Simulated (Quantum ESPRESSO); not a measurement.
# Cu (Fm-3m) in Quantum ESPRESSO: convergence with wavefunction cutoff

Aim: find how far wavefunction cutoff must go before the results for Cu settle, at PBE. This setting moves, with any that are tied to it; all else stays.

Program: Quantum ESPRESSO 7.5. These are calculated values, not measurements. Logs are shortened: lines on timing, memory, paths and dates and some standing lists are left out, and cuts for length are marked.

## Step 1: The structure

Symmetry: Fm-3m, No. 225, cubic system. Conventional cell: a = 3.615 Å, b = 3.615 Å, c = 3.615 Å, α = 90.00°, β = 90.00°, γ = 90.00°. Cu (site symmetry m-3m) is surrounded by 12 Cu at 2.56 Å.

## Step 2: With wavefunction cutoff 28 Ry

Contents of pw.in:

```
&CONTROL
  calculation = 'scf'
  prefix = 'pwscf'
  outdir = './tmp'
  pseudo_dir = './pseudo'
  tprnfor = .true.
  tstress = .true.
  disk_io = 'nowf'
/
&SYSTEM
  ibrav = 0
  nat = 1
  ntyp = 1
  ecutwfc = 28
  nbnd = 16
  occupations = 'smearing'
  smearing = 'fd'
  degauss = 0.00734986
/
&ELECTRONS
  conv_thr = 2d-10
  electron_maxstep = 120
  mixing_beta = 0.5
/
ATOMIC_SPECIES
Cu    63.5460 Cu_ONCV_PBE-1.2.upf
CELL_PARAMETERS angstrom
   0.0000000000    1.8075000000    1.8075000000
   1.8075000000    0.0000000000    1.8075000000
   1.8075000000    1.8075000000    0.0000000000
ATOMIC_POSITIONS crystal
Cu     0.0000000000    0.0000000000    0.0000000000
K_POINTS automatic
13 13 13 0 0 0
```

Potentials or basis: SG15 PBE 1.2.

The run is started by

```sh
$ OMP_NUM_THREADS=1 pw.x -in pw.in > pw.out
```

pw.out:

```text
This program is part of the open-source Quantum ESPRESSO suite
     for quantum simulation of materials; please cite
         "P. Giannozzi et al., J. Phys.:Condens. Matter 21 395502 (2009);
         "P. Giannozzi et al., J. Phys.:Condens. Matter 29 465901 (2017);
         "P. Giannozzi et al., J. Chem. Phys. 152 154105 (2020);
     in publications or presentations arising from this work. More details at

     Message from routine setup:
     using ibrav=0 with symmetry is DISCOURAGED, use correct ibrav instead

     G-vector sticks info
     --------------------
     sticks:   dense  smooth     PW     G-vecs:    dense   smooth      PW
     Sum         187     187     61                 1639     1639     339

     Using Slab Decomposition

     bravais-lattice index     =            0
     lattice parameter (alat)  =       4.8305  a.u.
     unit-cell volume          =      79.7006 (a.u.)^3
     number of atoms/cell      =            1
     number of atomic types    =            1
     number of electrons       =        19.00
     number of Kohn-Sham states=           16
     kinetic-energy cutoff     =      28.0000  Ry
     charge density cutoff     =     112.0000  Ry
     scf convergence threshold =      2.0E-10
     mixing beta               =       0.5000
     number of iterations used =            8  plain     mixing
     Exchange-correlation= PBE
                           (   1   4   3   4   0   0   0)

     celldm(1)=   4.830501  celldm(2)=   0.000000  celldm(3)=   0.000000
     celldm(4)=   0.000000  celldm(5)=   0.000000  celldm(6)=   0.000000

[... 8 lines left out ...]
               b(3) = (  0.707107  0.707107 -0.707107 )

     PseudoPot. # 1 for Cu read from file:
     Cu_ONCV_PBE-1.2.upf
     Pseudo is Norm-conserving, Zval = 19.0
     Generated using ONCVPSP code by D. R. Hamann
     Using radial grid of  602 points,  6 beta functions with:
                l(1) =   0
                l(2) =   0
                l(3) =   1
                l(4) =   1
                l(5) =   2
                l(6) =   2

     atomic species   valence    mass     pseudopotential
     Cu               19.00    63.54600     Cu( 1.00)

     48 Sym. Ops., with inversion, found

   Cartesian axes

     site n.     atom                  positions (alat units)
         1        Cu     tau(   1) = (   0.0000000   0.0000000   0.0000000  )

     number of k points=    84  Fermi-Dirac smearing, width (Ry)=  0.0073
                       cart. coord. in units 2pi/alat
        k(    1) = (   0.0000000   0.0000000   0.0000000), wk =   0.0009103
        k(    2) = (   0.0543928   0.0543928  -0.0543928), wk =   0.0072827
        k(    3) = (   0.1087857   0.1087857  -0.1087857), wk =   0.0072827
        k(    4) = (   0.1631785   0.1631785  -0.1631785), wk =   0.0072827
        k(    5) = (   0.2175713   0.2175713  -0.2175713), wk =   0.0072827
        k(    6) = (   0.2719641   0.2719641  -0.2719641), wk =   0.0072827
[... 76 lines left out ...]
        k(   83) = (   0.0000000  -0.4351426   0.6527140), wk =   0.0218480
        k(   84) = (  -0.0543928  -0.3807498   0.7071068), wk =   0.0218480

     Dense  grid:     1639 G-vectors     FFT dimensions: (  18,  18,  18)

     Initial potential from superposition of free atoms

     starting charge      18.9734, renormalised to      19.0000
     Starting wfcs are random

     Self-consistent Calculation

     iteration #  1     ecut=    28.00 Ry     beta= 0.50
     Davidson diagonalization with overlap
     ethr =  1.00E-02,  avg # of iterations =  6.8

     total energy              =    -350.62760506 Ry
     estimated scf accuracy    <       9.14833391 Ry

     iteration #  2     ecut=    28.00 Ry     beta= 0.50
     Davidson diagonalization with overlap
     ethr =  1.00E-02,  avg # of iterations =  2.0

     total energy              =    -352.87455212 Ry
     estimated scf accuracy    <       0.79046639 Ry

     iteration #  3     ecut=    28.00 Ry     beta= 0.50
     Davidson diagonalization with overlap
     ethr =  4.16E-03,  avg # of iterations =  1.0

     total energy              =    -352.86424429 Ry
     estimated scf accuracy    <       0.12247167 Ry

     iteration #  4     ecut=    28.00 Ry     beta= 0.50
     Davidson diagonalization with overlap
     ethr =  6.45E-04,  avg # of iterations =  1.2

     total energy              =    -352.87024608 Ry
     estimated scf accuracy    <       0.00426447 Ry

     iteration #  5     ecut=    28.00 Ry     beta= 0.50
     Davidson diagonalization with overlap
     ethr =  2.24E-05,  avg # of iterations =  3.0
[... 22 lines left out ...]
     total energy              =    -352.87221425 Ry
     estimated scf accuracy    <       0.00000059 Ry

     iteration #  9     ecut=    28.00 Ry     beta= 0.50
     Davidson diagonalization with overlap
     ethr =  3.10E-09,  avg # of iterations =  1.9

     total energy              =    -352.87221440 Ry
     estimated scf accuracy    <       0.00000002 Ry

     iteration # 10     ecut=    28.00 Ry     beta= 0.50
     Davidson diagonalization with overlap
     ethr =  8.25E-11,  avg # of iterations =  1.8

     total energy              =    -352.87221440 Ry
     estimated scf accuracy    <          3.7E-10 Ry

     iteration # 11     ecut=    28.00 Ry     beta= 0.50
     Davidson diagonalization with overlap
     ethr =  1.94E-12,  avg # of iterations =  1.9

     End of self-consistent calculation

          k = 0.0000 0.0000 0.0000 (   181 PWs)   bands (ev):

  -125.6486 -67.5209 -67.5209 -67.5209   8.1116  17.3392  17.3392  17.3392
    18.1130  18.1130  42.1382  44.9982  44.9982  44.9982  50.4375  53.7599

          k = 0.0544 0.0544-0.0544 (   178 PWs)   bands (ev):

  -125.6103 -67.3461 -67.3461 -66.8517   8.3454  17.6096  17.6096  17.6343
    18.4546  18.4546  41.9895  43.1765  45.0194  45.0194  51.0298  53.7872

          k = 0.1088 0.1088-0.1088 (   193 PWs)   bands (ev):

  -125.7569 -70.0158 -68.0580 -68.0580   9.0089  15.2064  16.2297  16.2297
    17.3352  17.3352  36.9239  42.8041  44.5285  44.5285  49.2063  51.8895

          k = 0.1632 0.1632-0.1632 (   193 PWs)   bands (ev):

  -125.7574 -70.1484 -68.0397 -68.0397  10.0487  15.0453  16.3614  16.3614
    17.2351  17.2351  32.8096  42.5528  44.0192  44.0192  48.9506  50.9171

          k = 0.2176 0.2176-0.2176 (   199 PWs)   bands (ev):

  -125.8140 -70.7389 -68.6879 -68.6879  11.3107  15.0670  15.3756  15.3756
    16.5765  16.5765  28.9111  41.8930  42.8143  42.8143  49.2975  49.9607

          k = 0.2720 0.2720-0.2720 (   198 PWs)   bands (ev):

  -125.7930 -70.3628 -68.6480 -68.6480  12.4623  15.5572  15.5572  16.1305
    16.5824  16.5824  25.6327  41.2267  42.0269  42.0269  49.6660  49.6660
[... 371 lines left out ...]
          k = 0.0000-0.3264 0.5439 (   201 PWs)   bands (ev):

  -125.8298 -70.1453 -69.5728 -69.2369  14.0627  14.5354  14.9020  15.7542
    16.0103  20.9167  27.1217  27.6819  33.1336  46.0591  49.1603  52.6361

          k =-0.0544-0.4895 0.7071 (   204 PWs)   bands (ev):

  -125.8654 -70.5478 -70.2721 -69.2847  13.2456  14.0885  14.7306  15.3430
    16.3952  22.2603  25.4611  28.8886  30.0782  44.9496  45.5284  54.7193

          k = 0.0000-0.4351 0.6527 (   204 PWs)   bands (ev):

  -125.8675 -70.4802 -70.2587 -69.3621  13.4021  14.3028  14.6891  15.3645
    15.9247  24.2514  24.2727  27.2983  30.2679  45.6289  48.9000  52.8767

          k =-0.0544-0.3807 0.7071 (   202 PWs)   bands (ev):

  -125.8480 -70.3350 -70.1944 -68.9270  13.4614  14.6377  14.8269  15.6292
    16.0317  23.6383  25.9929  26.8783  29.7606  48.5129  49.0245  51.4467

     the Fermi energy is    18.8984 ev

!    total energy              =    -352.87221440 Ry
     estimated scf accuracy    <          1.2E-10 Ry
     smearing contrib. (-TS)   =      -0.00065739 Ry
     internal energy E=F+TS    =    -352.87155702 Ry

     The total energy is F=E-TS. E is the sum of the following terms:
     one-electron contribution =    -162.27503509 Ry
     hartree contribution      =      83.49724630 Ry
     xc contribution           =     -31.80889035 Ry
     ewald contribution        =    -242.28487787 Ry

     convergence has been achieved in  11 iterations

     Forces acting on atoms (cartesian axes, Ry/au):

     atom    1 type  1   force =     0.00000000    0.00000000    0.00000000

     Total force =     0.000000     Total SCF correction =     0.000000

     Computing stress (Cartesian axis) and pressure

          total   stress  (Ry/bohr**3)                   (kbar)     P=   -48466.52
  -0.32946868  -0.00000000   0.00000000       -48466.52       -0.00        0.00
  -0.00000000  -0.32946868  -0.00000000           -0.00   -48466.52       -0.00
   0.00000000  -0.00000000  -0.32946868            0.00       -0.00   -48466.52

=------------------------------------------------------------------------------=
   JOB DONE.
=------------------------------------------------------------------------------=
```

Wall time 6.2 s (1 thread of Arm Neoverse V1, shared host); peak memory 0.05 GiB.

What came out:

| Quantity | Value |
| --- | --- |
| Free energy | -4801.0711 eV |
| Band gap on the k mesh | none (metal or under the smearing width) |

## Step 3: With wavefunction cutoff 35 Ry

pw.in, as its differences from that of step 2:

```diff
@@ -13,3 +13,3 @@
   ntyp = 1
-  ecutwfc = 28
+  ecutwfc = 35
   nbnd = 16
```

Potentials or basis: SG15 PBE 1.2.

The run is started by

```sh
$ OMP_NUM_THREADS=1 pw.x -in pw.in > pw.out
```

Wall time 5.3 s (1 thread of Arm Neoverse V1, shared host); peak memory 0.05 GiB.

What came out:

```yaml
Free_energy: -4895.3496 eV
Band_gap_on_the_k_mesh: none (metal or under the smearing width)
```

## Step 4: With wavefunction cutoff 42 Ry

pw.in, as its differences from that of step 3:

```diff
@@ -13,3 +13,3 @@
   ntyp = 1
-  ecutwfc = 35
+  ecutwfc = 42
   nbnd = 16
```

The run is started by

```sh
$ OMP_NUM_THREADS=1 pw.x -in pw.in > pw.out
```

Run time: 5.2 s. Hardware: 1 thread of Arm Neoverse V1, shared host; peak memory 0.05 GiB.

Results:

```yaml
Free_energy: -4940.2476 eV
Band_gap_on_the_k_mesh: none (metal or under the smearing width)
```

## Step 5: With wavefunction cutoff 49 Ry

pw.in, as its differences from that of step 4:

```diff
@@ -13,3 +13,3 @@
   ntyp = 1
-  ecutwfc = 42
+  ecutwfc = 49
   nbnd = 16
```

The run is started by

```sh
$ OMP_NUM_THREADS=1 pw.x -in pw.in > pw.out
```

It took 12 s on 1 thread of Arm Neoverse V1, shared host; peak memory 0.05 GiB.

Results:

```
Free energy            : -4959.0306 eV
Band gap on the k mesh : none (metal or under the smearing width)
```

## Step 6: With wavefunction cutoff 56 Ry

pw.in, as its differences from that of step 5:

```diff
@@ -13,3 +13,3 @@
   ntyp = 1
-  ecutwfc = 49
+  ecutwfc = 56
   nbnd = 16
```

Potentials or basis: SG15 PBE 1.2.

The run is started by

```sh
$ OMP_NUM_THREADS=1 pw.x -in pw.in > pw.out
```

Wall time 13 s (1 thread of Arm Neoverse V1, shared host); peak memory 0.05 GiB.

It converged, with:

```
Free energy            : -4966.2824 eV
Band gap on the k mesh : none (metal or under the smearing width)
```

## Step 7: With wavefunction cutoff 63 Ry

pw.in, as its differences from that of step 6:

```diff
@@ -13,3 +13,3 @@
   ntyp = 1
-  ecutwfc = 56
+  ecutwfc = 63
   nbnd = 16
```

The run is started by

```sh
$ OMP_NUM_THREADS=1 pw.x -in pw.in > pw.out
```

Run time: 11 s. Hardware: 1 thread of Arm Neoverse V1, shared host; peak memory 0.05 GiB.

The run converged. Its results:

- Free energy: -4968.4019 eV
- Band gap on the k mesh: none (metal or under the smearing width)

## Step 8: With wavefunction cutoff 70 Ry

pw.in, as its differences from that of step 7:

```diff
@@ -13,3 +13,3 @@
   ntyp = 1
-  ecutwfc = 63
+  ecutwfc = 70
   nbnd = 16
```

The run is started by

```sh
$ OMP_NUM_THREADS=1 pw.x -in pw.in > pw.out
```

It took 13 s on 1 thread of Arm Neoverse V1, shared host; peak memory 0.05 GiB.

It converged, with:

* Free energy: -4968.8728 eV
* Band gap on the k mesh: none (metal or under the smearing width)

## Step 9: With wavefunction cutoff 84 Ry

pw.in, as its differences from that of step 8:

```diff
@@ -13,3 +13,3 @@
   ntyp = 1
-  ecutwfc = 70
+  ecutwfc = 84
   nbnd = 16
```

Potentials or basis: SG15 PBE 1.2.

The run is started by

```sh
$ OMP_NUM_THREADS=1 pw.x -in pw.in > pw.out
```

Run time: 22 s. Hardware: 1 thread of Arm Neoverse V1, shared host; peak memory 0.05 GiB.

Results (log left out):

| Quantity | Value |
| --- | --- |
| Free energy | -4968.9432 eV |
| Band gap on the k mesh | none (metal or under the smearing width) |

## Step 10: With wavefunction cutoff 105 Ry

pw.in, as its differences from that of step 9:

```diff
@@ -13,3 +13,3 @@
   ntyp = 1
-  ecutwfc = 84
+  ecutwfc = 105
   nbnd = 16
```

The run is started by

```sh
$ OMP_NUM_THREADS=1 pw.x -in pw.in > pw.out
```

Wall time 20 s (1 thread of Arm Neoverse V1, shared host); peak memory 0.06 GiB.

The run converged. Its results:

| Property | Result |
| --- | --- |
| Free energy | -4968.9468 eV |
| Pressure | 1.9 GPa |
| Band gap on the k mesh | none (metal or under the smearing width) |

## Step 11: Summary

```tsv
wavefunction cutoff	energy less the tightest run, at zero smearing (meV/atom)	SCF cycles	CPU time (s)	peak memory (GiB)
28 Ry	167875.52	11	6.2	0.05
35 Ry	73598.69	12	5.3	0.05
42 Ry	28699.30	11	5.2	0.05
49 Ry	9916.13	9	12	0.05
56 Ry	2664.22	9	13	0.05
63 Ry	544.82	8	11	0.05
70 Ry	73.96	8	13	0.05
84 Ry	3.56	8	22	0.05
105 Ry	0.00	8	20	0.06
```

Not settled before the last step: the energy (to 1 meV/atom). The tightest run that finished is the yardstick and may itself not be fully converged.
